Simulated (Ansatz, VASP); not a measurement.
## Two plane-wave programs on AlN

INCAR

```
  PREC = Accurate
  ENCUT = 520
  EDIFF = 1E-7
  ISMEAR = 0
  SIGMA = 0.05
  LREAL = False
  LASPH = True
  NELM = 60
  ALGO = Fast
  ISIF = 2
  LWAVE = False
  LCHARG = True
  GGA = CA
  LELF = True
  LVHAR = True
  NBANDS = 11
```

Contents of KPOINTS:

```
Automatic mesh
0
Gamma
  10 10 10
```

File POSCAR:

```
AlN
1.0
    0.0000000000      2.0345180000      2.0345180000
    2.0345180000      0.0000000000      2.0345180000
    2.0345180000      2.0345180000      0.0000000000
Al N
1 1
Direct
    0.5000000000      0.5000000000      0.5000000000
    0.0000000000      0.0000000000      0.0000000000
```

Input for Ansatz:

```yaml
crystal:
  lattice:
    - [0.0, 2.034518, 2.034518]
    - [2.034518, 0.0, 2.034518]
    - [2.034518, 2.034518, 0.0]
  atoms:
    - { symbol: Al, position: [0.5, 0.5, 0.5] }
    - { symbol: "N", position: [0.0, 0.0, 0.0] }
basis:
  ecutwfc: 420
kpoints:
  mp_grid: { grid: [10, 10, 10] }
hamiltonian:
  xc: lda
scf:
  occupations: { method: gaussian, width: 0.05 }
output:
  forces: true
  stress: true
  eigenvalues: true
```

Measurements of this composition are mostly on another form, of space group No. 186.

Alike in both runs: task single point; functional LDA; k mesh 10 × 10 × 10; occupations gaussian, width 0.05 eV; no spin polarisation.

```csv
,VASP,Ansatz
version,VASP 6.6.1,Ansatz 0.2.0
potentials or method,"VASP PAW LDA potentials, release 64 (Al, N)","scalar-relativistic, plane waves, PAW"
plane-wave cutoff (eV),520,420
valence electrons in the cell,8,8
```

VASP gave:

| Item | Value |
| --- | --- |
| gap on the k mesh at the Fermi level (eV) | 4.28 |
| least direct gap on the mesh (eV) | 5.50 |
| pressure (GPa) | -10.3 |

Q: Which values does Ansatz return?

A: gap on the k mesh at the Fermi level (eV): 4.29; least direct gap on the mesh (eV): 5.48; pressure (GPa): -11.0.

A k mesh can miss the band edges. Expect the measured gap to be larger: semilocal functionals such as LDA lack the derivative discontinuity.
